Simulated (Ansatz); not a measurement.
Input and command of a calculation in Ansatz (plane waves; scalar-relativistic PAW potentials unless the input names others):

```yaml
crystal:
  lattice:
    - [2.5040114721, -2.4491074616, 0.0418742629]
    - [2.6066876648, 2.5540467168, 0.008863867]
    - [0.0400513801, -0.0266318897, 3.9978898245]
  atoms:
    - { symbol: H, position: [0.9580038197, 0.0359698368, 0.0728065197] }
    - { symbol: H, position: [0.4503959577, 0.5504235641, 0.4348929978] }
    - { symbol: H, position: [0.5471314237, 0.4553004594, 0.5650780294] }
    - { symbol: H, position: [0.0444688409, 0.9583022861, 0.9272224531] }
basis:
  ecutwfc: 420
kpoints:
  mp_grid: { grid: [6, 6, 6] }
hamiltonian:
  xc: pbe
scf:
  occupations: { method: gaussian, width: 0.02 }
  mixing: { preconditioner: local_kerker }
output:
  forces: true
  eigenvalues: true
  stress: true
```

```bash
ansatz run input.yaml --threads 1 --pin off --max-ram 1331MiB --backend cpu --events-out ev --progress --plain --runs-dir out
```

Abridged log:
```
Basis set: ecut = 420 eV, 991 PW (Γ), exchange–correlation on 48×50×54 points (8 copies of the dense FFT grid, shifted against one another)
Bands: 6, of which v1, the nominal top of the filled ones, is band 2 counted from 1 (1 counted from 0)
Symmetry: 1 space group operations
k-points: 112 of 216 (time reversal used)
SCF iter   1: F=—  HF=-63.456122 eV  |F-HF|=—  |Δ(HF+E_count)|=         —  Δρ=6.98e-4  dr2=1.60e-4  ethr=1.77e-3  ⟨swp⟩=3.4  Hψ=5259  notcnv=0
SCF iter   2: F=—  HF=-63.455940 eV  |F-HF|=—  |Δ(HF+E_count)|=   1.82e-4  Δρ=4.05e-4  dr2=3.79e-5  ethr=4.00e-6  ⟨swp⟩=2.0  Hψ=2240  notcnv=0
SCF iter   3: F=—  HF=-63.456084 eV  |F-HF|=—  |Δ(HF+E_count)|=   1.44e-4  Δρ=6.64e-5  dr2=1.83e-6  ethr=9.48e-7  ⟨swp⟩=2.0  Hψ=1344  notcnv=0
SCF iter   4: F=-63.456088 eV  HF=-63.456088 eV  |F-HF|=1.66e-7  |Δ(HF+E_count)|=   3.27e-6  Δρ=1.35e-5  dr2=9.14e-8  ethr=4.57e-8  ⟨swp⟩=2.6  Hψ=896  notcnv=0
SCF iter   5: F=-63.456088 eV  HF=-63.456088 eV  |F-HF|=1.22e-9  |Δ(HF+E_count)|=   1.75e-7  Δρ=1.46e-6  dr2=5.14e-10  ethr=2.29e-9  ⟨swp⟩=2.1  Hψ=893  notcnv=0
SCF iter   6: F=-63.456088 eV  HF=-63.456088 eV  |F-HF|=5.47e-12  |Δ(HF+E_count)|=   1.29e-9  Δρ=1.00e-7  dr2=6.98e-12  ethr=1.29e-11  ⟨swp⟩=1.0  Hψ=1914  notcnv=0
SCF 1 converged in 6 iterations: F = -63.456088 eV  dr2 = 6.98e-12
SCF converged after 6 iterations
Free energy (F): -63.456088 eV
Harris-Foulkes:  -63.456088 eV  (|F-HF|=5.47e-12)
Internal energy: -63.456088 eV  (E = F + TS)
E sigma→0 (E₀):  -63.456088 eV
Fermi energy:    -3.744771 eV
--- Forces (eV/Å), atoms counted from 1 ---
  atom   1  H     -0.01929860     0.98298312     1.39075666
  atom   2  H      0.00003282     0.99502638    -1.08695861
  atom   3  H     -0.00085765    -0.99686867     1.08686088
  atom   4  H      0.02012110    -0.98114147    -1.39065603
--- Stress (GPa, compression-positive) ---
        0.207866      -0.028124      -0.057483
       -0.028124       2.940785       0.161460
       -0.057483       0.161460       4.548970
  P = ⅓ Tr σ = 2.5659 GPa (25.659 kbar)
```

Apart from outputs and empty bands, the input differs from a reference run on usual settings in scf.mixing.preconditioner: not typed → "local_kerker". The reference, at the same geometry (not necessarily relaxed), gave pressure 2.57 GPa, largest force 1.703 eV/Å, gap on the mesh 9.28 eV. This run converged in 6 SCF iterations (reference: 6) with an energy at zero smearing within 0.01 meV/atom of the reference's, pressure 2.57 GPa, largest force 1.703 eV/Å, gap on the mesh 9.28 eV.